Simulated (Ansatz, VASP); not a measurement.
# Cross-check of B2Pd between VASP and Ansatz, part 2 of 2

Aim: how closely do two programs agree when they are given the same cell, functional and k mesh? The cell is generated by rule, not measured, and may not be a known phase. The cell is taken from a series of runs on this material, whose earlier steps may have relaxed, scaled, displaced or heated it; both programs get it as it stands.

VASP 6.6.1 and Ansatz 0.2.0.

So far: The structure; VASP: zone-centre phonons, PBEsol.

The structure was built from a prototype and need not be the compound's stable phase.

### Step 3. Ansatz: zone-centre phonons, PBEsol

Level of this step: Ansatz beside VASP: Kohn-Sham DFT, plane waves, PBEsol (Ansatz).

Ansatz runs on norm-conserving files, of PseudoDojo where its log says so.

The same cell, functional, mesh and smearing now go to Ansatz, which takes its cutoff from its data sets.

Input file input.yaml:

```yaml
crystal:
  lattice:
    - [0.0, 2.5027582936, 2.5027582936]
    - [2.5027582936, 0.0, 2.5027582936]
    - [2.5027582936, 2.5027582936, 0.0]
  atoms:
    - { symbol: B, position: [0.25, 0.25, 0.25] }
    - { symbol: B, position: [0.75, 0.75, 0.75] }
    - { symbol: Pd, position: [0.0, 0.0, 0.0] }
kpoints:
  mp_grid: { grid: [12, 12, 12] }
hamiltonian:
  xc: pbesol
  pseudopotentials: { kind: nc }
scf:
  occupations: { method: methfessel_paxton, width: 0.15 }
output:
  eigenvalues: true
phonons:
  method: dfpt
```

Launch:

```console
$ ansatz run input.yaml --threads 4 --pin off --max-ram 7168MiB --backend cpu --events-out ev --progress --plain --runs-dir out
```

Numbers of over 12 decimals in the logs are rounded to 6 here.

Log:

```text
zone centre: on kpoints.mp_grid the ground state, and the responses unless they are solved on pairs of k-points, stand on 163 of the mesh's 1728 k-points, reduced under 8 symmetry operations, with k and −k counted as one. Each operation leaves every solved displacement unchanged or reverses it
Engine: ansatz 0.2.0, aarch64-unknown-linux-gnu
Pseudopotentials: kind: nc
Pseudopotential: B, nc, valence charge 3, recommended cutoff 1034.032677 eV (normal), B.nc.azcp (PseudoDojo's, or run here from an input of PseudoDojo's: the run reads no file of this project's for it)
Pseudopotential: Pd, nc, valence charge 18, recommended cutoff 1115.666836 eV (normal), Pd.nc.azcp (PseudoDojo's, or run here from an input of PseudoDojo's: the run reads no file of this project's for it)
Functional definition: PBEsol
  exchange = pbesol_x
  correlation = pbesol_c
Crystal: 3 atoms, lattice volume = 31.354 Å³
Basis set: ecut = 1115.666836 eV, 2685 PW (Γ), exchange–correlation on 80×80×80 points (8 copies of the dense FFT grid, shifted against one another)
Bands: 16, of which v1, the nominal top of the filled ones, is band 12 counted from 1 (11 counted from 0)
Symmetry: 48 space group operations
k-points: 163 of 1728 (irreducible under 8 space group operations, time reversal used)
Non-local potential: B, projectors of the file, l = 0: 2, l = 1: 2
Non-local potential: Pd, projectors of the file, l = 0: 2, l = 1: 2, l = 2: 2
Initial density: superposition of atomic densities (chi_scale 0.1, normalization cell, long waves kept (reshape's long-wave potential 0.00 eV rms))
Initial wavefunctions: pseudopotential atomic-orbital guess
Functional: x = pbesol(κ = 0.804, μ = 0.123457), c = pbesol(β = 0.046)
SCF iter   1: F=—  HF=-3833.009264 eV  |F-HF|=—  |Δ(HF+E_count)|=         —  Δρ=2.85e-1  dr2=3.22e1  ethr=3.10e-3  ⟨swp⟩=7.5  Hψ=16251  notcnv=0
preconditioner: auto → Kerker (q_TF=auto, 2.609 Å⁻¹)  [metal: Δε(μ)=0.057 eV  Ē_g=8.389 eV  σ=0.150 eV  W_gap=0.31  n_scr=14 (ndim 8)  ℏωp=26.5 eV  f_vac=0.000  D(μ)=1.83/eV (n_scr^D=14)]
SCF iter   2: F=—  HF=-3827.581759 eV  |F-HF|=—  |Δ(HF+E_count)|=    5.43e0  S|Δr|=    0.00e0  Δρ=8.14e-2  dr2=9.67e-1  ethr=3.10e-3  ⟨swp⟩=6.1  Hψ=9559  notcnv=0  defer=17
preconditioner: auto → none  [insulator: Δε(μ)=0.132 eV  Ē_g=9.479 eV  σ=0.150 eV  W_gap=0.64  n_scr=14 (ndim 8)  ℏωp=26.5 eV  f_vac=0.000  D(μ)=0.67/eV (n_scr^D=0)  ε∞_Penn≈8.8]
SCF iter   3: F=—  HF=-3827.339525 eV  |F-HF|=—  |Δ(HF+E_count)|=   2.42e-1  S|Δr|=    0.00e0  Δρ=2.52e-2  dr2=4.91e-2  ethr=3.10e-3  ⟨swp⟩=3.9  Hψ=7121  notcnv=0  defer=49
SCF iter   4: F=—  HF=-3827.327942 eV  |F-HF|=—  |Δ(HF+E_count)|=   1.16e-2  S|Δr|=    0.00e0  Δρ=4.10e-3  dr2=3.14e-3  ethr=2.05e-4  ⟨swp⟩=2.7  Hψ=5334  notcnv=0  defer=46
SCF iter   5: F=—  HF=-3827.327544 eV  |F-HF|=—  |Δ(HF+E_count)|=   3.97e-4  S|Δr|=    0.00e0  Δρ=5.91e-4  dr2=1.09e-4  ethr=1.31e-5  ⟨swp⟩=2.1  Hψ=3408  notcnv=0  defer=46
SCF iter   6: F=—  HF=-3827.327533 eV  |F-HF|=—  |Δ(HF+E_count)|=   1.18e-5  S|Δr|=    0.00e0  Δρ=1.44e-4  dr2=5.29e-6  ethr=4.54e-7  ⟨swp⟩=3.4  Hψ=5347  notcnv=0  defer=46
SCF iter   7: F=—  HF=-3827.327529 eV  |F-HF|=—  |Δ(HF+E_count)|=   3.87e-6  S|Δr|=    0.00e0  Δρ=6.87e-6  dr2=4.62e-9  ethr=2.21e-8  ⟨swp⟩=3.0  Hψ=4954  notcnv=0  defer=46
SCF iter   8: F=—  HF=-3827.327530 eV  |F-HF|=—  |Δ(HF+E_count)|=   1.13e-6  S|Δr|=    0.00e0  Δρ=1.58e-6  dr2=9.75e-10  ethr=1.93e-11  ⟨swp⟩=3.4  Hψ=6393  notcnv=0  defer=46
SCF iter   9: F=-3827.327530 eV  HF=-3827.327530 eV  |F-HF|=6.82e-12  |Δ(HF+E_count)|=  1.97e-10  S|Δr|=    0.00e0  Δρ=2.19e-7  dr2=9.37e-12  ethr=1.00e-12  ⟨swp⟩=13.1  Hψ=23323  notcnv=0
SCF 1 converged in 9 iterations: F = -3827.327530 eV  dr2 = 9.37e-12
DFPT response loops at Γ: preconditioner auto → Kerker (q_TF=auto, 2.609 Å⁻¹) (partly filled bands, converged f_vac=0.003); β = 1.00, the filter's whole step (`scf.mixing.beta` (0.50) is not read by the response loops under this deck's `scf.mixing.preconditioner`; to damp them name `kerker` or `kerker_dos`, under which they read `scf.mixing.beta`, and type it under 1.00, their step now; both keys bind the ground state too); Broyden in place of MSR1
SCF converged after 9 iterations
Stability not checked: this state was not tested for a lower state beside it, because cold or Methfessel-Paxton smearing, or corrected tetrahedra, fill the levels in a way that the test cannot read (fill_not_monotonic; see scf.lower_state_search)
Free energy (F): -3827.327530 eV
Harris-Foulkes:  -3827.327530 eV  (|F-HF|=6.82e-12)
Internal energy: -3827.329624 eV  (E = F + TS)
E sigma→0 (E₀):  -3827.328054 eV
Entropy (-TS):   0.002095 eV (0.698 meV/atom)
Fermi energy:    14.257622 eV
--- Per-component energies (eV) ---
  E_band       = -224.098149
  E_kinetic    = 1328.689049
  E_local      = -3041.562234  (includes V_loc(G=0)·N_el)
  E_nonlocal   = 39.360591
  E_hartree    = 999.698237
  E_xc         = -620.739235
  E_vxc        = -549.981954  (∫ρ·V_xc dr)
  E_ewald      = -2532.776033
  E_smearing   = 0.002095  (= −TS)
  E_closure    = 0.000000  (closes the sum)
  Σ components = -3827.327530   (vs F -3827.327530, Δ=0.00e0)
--- Band table (eV; the first three rows and the last of 163) ---
  k-point 0: bands = [... 8 lower, 10.1132, 10.1132, 15.1583, 18.8945, 18.8945, 18.8945, 19.4141, 19.4141]
  k-point 1: bands = [... 8 lower, 10.0812, 10.0812, 15.3124, 18.1110, 18.6020, 18.6020, 19.3394, 19.4044]
  k-point 2: bands = [... 8 lower, 10.0155, 10.0155, 15.4628, 16.7312, 17.8347, 17.8347, 19.2131, 19.4471]
  k-point 162: bands = [... 8 lower, 9.7665, 10.7853, 10.7853, 11.2374, 13.2913, 19.3030, 19.3030, 20.9342]
--- Phonons (Γ-DFPT): 2 representative perturbations + reference, on 163 of 1728 k-points (Σ response iterations 6) ---
  k mesh reduced under 8 symmetry operations, with k and −k counted as one. Each operation leaves every solved displacement unchanged or reverses it
  ASR residual: 5.868e-4 → 0.000e0 eV/Å²; symmetrization residual: 1.190e-5 eV/Å²
  ASR residual per site (eV/Å²): 2.46e-5 2.46e-5 5.87e-4
  Γ frequencies (cm⁻¹): 0.00 0.00 0.00 200.31 200.31 200.31 382.63 382.63 382.63
  non-analytic LO–TO correction: not included (Born effective charges unavailable; polar crystals: no LO–TO splitting at Γ)
```

### Step 4. Comparison

Known differences besides the potentials themselves: the data sets hold 24 valence electrons in Ansatz (on norm-conserving files, of PseudoDojo where its log says so) and 16 in VASP; the cutoff is 1115.67 eV in Ansatz and 500 eV in VASP. Total energies have different zeros and are not compared.

The two programs side by side:

```
                  quantity  Ansatz   VASP  difference
optical mode 1 to 3 (cm⁻¹)   200.3  207.6     -3.52 %
optical mode 4 to 6 (cm⁻¹)   382.6  377.9     +1.26 %
```

Modes are paired by rising frequency, not by their patterns, so a pair may set unlike modes beside each other; they are those without the splitting of longitudinal modes.

### Step 5. Summary of results

| Quantity | Value |
| --- | --- |
| r.m.s. difference of the optical zone-centre modes, each program's sorted by frequency (zone-centre phonons, PBEsol) | 6.2 cm⁻¹ |
| difference in optical mode 1 to 3 (zone-centre phonons, PBEsol) | -3.5 % |

The r.m.s. difference of the optical zone-centre modes, each program's sorted by frequency is 6.2 cm⁻¹ (zone-centre phonons, PBEsol). The data sets hold unlike numbers of valence electrons (24 in Ansatz and 16 in VASP), so part of the differences comes from the potentials. Among the rows given in per cent, the largest difference of the zone-centre phonons, PBEsol pair is in optical mode 1 to 3, -3.5 %. 1 further run of this series is not shown here. Such differences can come from data sets, numerical settings and the points named under the comparisons, not from the functional's error against experiment.

[Lines on the potential files, build, host, timing and source positions are cut from VASP's logs without a mark.]

[Logs are printed without paths, hosts, clocks, repeated set-up lines and the standing remarks that a program may print on its own settings, such as how far it seeks lower states.]

[Hosts, paths, dates, database ids (printed as entryN), source tags and the programs' standing remarks are cut or masked in the printed files.]
